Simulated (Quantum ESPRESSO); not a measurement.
# MoS2 (P1) in Quantum ESPRESSO: reference runs

Reference runs on MoS2: the cell as given.

All numbers are computed with Quantum ESPRESSO 7.5; they aren't measurements. Logs are shortened: lines on timing, memory, paths and dates and some standing lists are left out, and cuts for length are marked.

## (1) The crystal as given

The typed cell holds 3 atoms: a = 6.405 Å, b = 6.408 Å, c = 6.387 Å, α = 28.51°, β = 28.60°, γ = 28.83°.

## (2) Single point, PBE

Input file pw.in:

```
&CONTROL
  calculation = 'scf'
  prefix = 'pwscf'
  outdir = './tmp'
  pseudo_dir = './pseudo'
  tprnfor = .true.
  tstress = .true.
  disk_io = 'nowf'
/
&SYSTEM
  ibrav = 0
  nat = 3
  ntyp = 2
  ecutwfc = 60
  ecutrho = 440
  nbnd = 20
  occupations = 'smearing'
  smearing = 'fd'
  degauss = 0.00367493
/
&ELECTRONS
  conv_thr = 6d-10
  electron_maxstep = 120
  mixing_beta = 0.5
/
ATOMIC_SPECIES
Mo    95.9500 Mo_ONCV_PBE-1.0.oncvpsp.upf
S     32.0600 s_pbe_v1.4.uspp.F.UPF
CELL_PARAMETERS angstrom
   1.5919574500    0.9262289500    6.1346145100
  -1.5972133700    0.9207333900    6.1367999200
  -0.0073872500   -1.7987329900    6.1284874900
ATOMIC_POSITIONS crystal
Mo     0.0102935000    0.9911876000    0.0011489600
S      0.7421394900    0.7546396800    0.7495118000
S      0.2475670100    0.2541727200    0.2493392400
K_POINTS automatic
10 10 10 0 0 0
```

Potentials or basis: SSSP 1.3 efficiency PBE.

Launch:

```console
$ OMP_NUM_THREADS=1 pw.x -in pw.in > pw.out
```

pw.out:

```text
This program is part of the open-source Quantum ESPRESSO suite
     for quantum simulation of materials; please cite
[... 6 lines left out ...]
     --------------------
     sticks:   dense  smooth     PW     G-vecs:    dense   smooth      PW
     Sum        2479    1341    437                55939    22589    4219

     Using Slab Decomposition

     bravais-lattice index     =            0
     lattice parameter (alat)  =      12.1039  a.u.
     unit-cell volume          =     359.3241 (a.u.)^3
     number of atoms/cell      =            3
     number of atomic types    =            2
     number of electrons       =        26.00
     number of Kohn-Sham states=           20
     kinetic-energy cutoff     =      60.0000  Ry
     charge density cutoff     =     440.0000  Ry
     scf convergence threshold =      6.0E-10
     mixing beta               =       0.5000
     number of iterations used =            8  plain     mixing
     Exchange-correlation=  SLA  PW   PBX  PBC
                           (   1   4   3   4   0   0   0)

     celldm(1)=  12.103946  celldm(2)=   0.000000  celldm(3)=   0.000000
     celldm(4)=   0.000000  celldm(5)=   0.000000  celldm(6)=   0.000000

     crystal axes: (cart. coord. in units of alat)
               a(1) = (   0.248544   0.144607   0.957765 )
               a(2) = (  -0.249365   0.143749   0.958107 )
               a(3) = (  -0.001153  -0.280827   0.956809 )

     reciprocal axes: (cart. coord. in units 2 pi/alat)
               b(1) = (  2.006618  1.172029  0.346414 )
               b(2) = ( -2.010197  1.179059  0.343635 )
               b(3) = (  0.004299 -2.353860  0.354280 )

     PseudoPot. # 1 for Mo read from file:
     Mo_ONCV_PBE-1.0.oncvpsp.upf
     Pseudo is Norm-conserving, Zval = 14.0
     Generated using ONCVPSP code by D. R. Hamann
     Using radial grid of 1526 points,  6 beta functions with:
                l(1) =   0
                l(2) =   0
                l(3) =   1
                l(4) =   1
                l(5) =   2
                l(6) =   2

     PseudoPot. # 2 for S  read from file:
     s_pbe_v1.4.uspp.F.UPF
     Pseudo is Ultrasoft + core correction, Zval =  6.0
     Generated by new atomic code, or converted to UPF format
     Using radial grid of  907 points,  6 beta functions with:
                l(1) =   0
                l(2) =   0
                l(3) =   1
                l(4) =   1
                l(5) =   2
                l(6) =   2
     Q(r) pseudized with  8 coefficients,  rinner =    1.300   1.300   1.300
                                                       1.300   1.300

     atomic species   valence    mass     pseudopotential
     Mo               14.00    95.95000     Mo( 1.00)
     S                 6.00    32.06000     S ( 1.00)

     No symmetry found

   Cartesian axes

     site n.     atom                  positions (alat units)
         1        Mo     tau(   1) = (  -0.2446100   0.1436484   0.9606215  )
         2        S      tau(   2) = (  -0.0045905   0.0053147   2.1509603  )
         3        S      tau(   3) = (  -0.0021379   0.0023160   0.7192057  )

     number of k points=   504  Fermi-Dirac smearing, width (Ry)=  0.0037

     Number of k-points >= 100: set verbosity='high' to print them.

     Dense  grid:    55939 G-vectors     FFT dimensions: (  81,  81,  81)

     Smooth grid:    22589 G-vectors     FFT dimensions: (  60,  60,  60)

     Initial potential from superposition of free atoms

     starting charge      25.9989, renormalised to      26.0000
     Starting wfcs are   18 randomized atomic wfcs +    2 random wfcs

     Self-consistent Calculation

     iteration #  1     ecut=    60.00 Ry     beta= 0.50
     Davidson diagonalization with overlap
     ethr =  1.00E-02,  avg # of iterations =  4.8

     Threshold (ethr) on eigenvalues was too large:
     Diagonalizing with lowered threshold

     Davidson diagonalization with overlap
     ethr =  3.59E-04,  avg # of iterations =  2.7

     total energy              =    -185.44291773 Ry
     estimated scf accuracy    <       0.10187737 Ry

     iteration #  2     ecut=    60.00 Ry     beta= 0.50
     Davidson diagonalization with overlap
     ethr =  3.92E-04,  avg # of iterations =  3.0

     total energy              =    -185.44418373 Ry
     estimated scf accuracy    <       0.09311576 Ry

     iteration #  3     ecut=    60.00 Ry     beta= 0.50
     Davidson diagonalization with overlap
     ethr =  3.58E-04,  avg # of iterations =  2.0

     total energy              =    -185.46257763 Ry
     estimated scf accuracy    <       0.04035003 Ry

     iteration #  4     ecut=    60.00 Ry     beta= 0.50
     Davidson diagonalization with overlap
     ethr =  1.55E-04,  avg # of iterations =  1.0

     total energy              =    -185.46768659 Ry
     estimated scf accuracy    <       0.00066772 Ry

     iteration #  5     ecut=    60.00 Ry     beta= 0.50
     Davidson diagonalization with overlap
     c_bands:  1 eigenvalues not converged
     c_bands:  1 eigenvalues not converged
     c_bands:  1 eigenvalues not converged
     c_bands:  1 eigenvalues not converged
     c_bands:  1 eigenvalues not converged
     c_bands:  1 eigenvalues not converged
     c_bands:  1 eigenvalues not converged
     ethr =  2.57E-06,  avg # of iterations =  6.6

     total energy              =    -185.46776404 Ry
     estimated scf accuracy    <       0.00004236 Ry

     iteration #  6     ecut=    60.00 Ry     beta= 0.50
     Davidson diagonalization with overlap
     ethr =  1.63E-07,  avg # of iterations =  2.1

     total energy              =    -185.46777537 Ry
     estimated scf accuracy    <       0.00000379 Ry

     iteration #  7     ecut=    60.00 Ry     beta= 0.50
     Davidson diagonalization with overlap
     ethr =  1.46E-08,  avg # of iterations =  3.8

     total energy              =    -185.46777647 Ry
     estimated scf accuracy    <       0.00000114 Ry

     iteration #  8     ecut=    60.00 Ry     beta= 0.50
     Davidson diagonalization with overlap
     ethr =  4.39E-09,  avg # of iterations =  1.9

     total energy              =    -185.46777672 Ry
     estimated scf accuracy    <       0.00000006 Ry

     iteration #  9     ecut=    60.00 Ry     beta= 0.50
     Davidson diagonalization with overlap
     ethr =  2.32E-10,  avg # of iterations =  3.3

     total energy              =    -185.46777675 Ry
     estimated scf accuracy    <          5.4E-09 Ry

     iteration # 10     ecut=    60.00 Ry     beta= 0.50
     Davidson diagonalization with overlap
     ethr =  2.10E-11,  avg # of iterations =  2.5

     total energy              =    -185.46777675 Ry
     estimated scf accuracy    <          6.3E-10 Ry

     iteration # 11     ecut=    60.00 Ry     beta= 0.50
     Davidson diagonalization with overlap
     ethr =  2.43E-12,  avg # of iterations =  2.2

     End of self-consistent calculation

     Number of k-points >= 100: set verbosity='high' to print the bands.

     the Fermi energy is    11.3064 ev

!    total energy              =    -185.46777675 Ry
     estimated scf accuracy    <          1.6E-11 Ry
     smearing contrib. (-TS)   =      -0.00041761 Ry
     internal energy E=F+TS    =    -185.46735914 Ry

     The total energy is F=E-TS. E is the sum of the following terms:
     one-electron contribution =     -90.70608435 Ry
     hartree contribution      =      56.14498927 Ry
     xc contribution           =     -32.66890439 Ry
     ewald contribution        =    -118.23735967 Ry

     convergence has been achieved in  11 iterations

     Forces acting on atoms (cartesian axes, Ry/au):

     atom    1 type  1   force =    -0.01371977    0.00139057   -0.02519915
     atom    2 type  2   force =     0.00951409   -0.00636010    0.06156560
     atom    3 type  2   force =     0.00420568    0.00496952   -0.03636645

     Total force =     0.078175     Total SCF correction =     0.000005

     Computing stress (Cartesian axis) and pressure

          total   stress  (Ry/bohr**3)                   (kbar)     P=       96.17
   0.00042806   0.00000297   0.00004050           62.97        0.44        5.96
   0.00000297   0.00066419  -0.00009174            0.44       97.71      -13.50
   0.00004050  -0.00009174   0.00086908            5.96      -13.50      127.85

=------------------------------------------------------------------------------=
   JOB DONE.
=------------------------------------------------------------------------------=
```

It took 12 min on 1 thread of Intel Xeon 6975P-C (Granite Rapids), shared host; peak memory 0.68 GiB.

Results:

```
Free energy            : -2523.4177 eV
Pressure               : 9.6 GPa
Largest force          : 1.610 eV/Å
Band gap on the k mesh : none (metal or under the smearing width)
```

Forces in eV/Å, atoms in the order of the input:
```
Mo  -0.353  0.036 -0.648
S    0.245 -0.164  1.583
S    0.108  0.128 -0.935
```

Levels at points of the mesh, in eV from the Fermi level:
| k point | band 10 | band 11 | band 12 | band 13 | band 14 | band 15 | band 16 | band 17 |
| --- | --- | --- | --- | --- | --- | --- | --- | --- |
| (0.00, 0.00, 0.00) | -1.89 | -1.24 | -1.21 | -1.12 | -0.27 | -0.19 | 3.31 | 3.45 |
| (0.00, 0.00, -0.50) | -4.52 | -2.87 | -2.11 | -1.65 | 1.00 | 1.94 | 3.32 | 4.24 |
| (0.00, -0.50, 0.00) | -4.46 | -2.94 | -1.97 | -1.61 | 0.96 | 1.92 | 3.44 | 4.14 |
| (0.00, -0.50, -0.50) | -4.32 | -2.95 | -2.31 | -1.77 | 0.95 | 1.71 | 3.84 | 4.55 |
| (-0.50, 0.00, 0.00) | -4.39 | -2.95 | -2.03 | -1.57 | 0.95 | 1.89 | 3.44 | 4.10 |
| (-0.50, 0.00, -0.50) | -4.40 | -2.96 | -2.23 | -1.81 | 0.96 | 1.73 | 3.85 | 4.71 |
| (-0.50, -0.50, 0.00) | -4.46 | -2.93 | -2.35 | -1.88 | 1.00 | 1.72 | 3.72 | 4.70 |
| (-0.50, -0.50, -0.50) | -3.87 | -1.21 | -1.12 | -0.42 | -0.28 | -0.04 | 3.41 | 3.55 |

Caveat: the cell's inner coordinates are idealised or old, which leaves forces on the atoms.
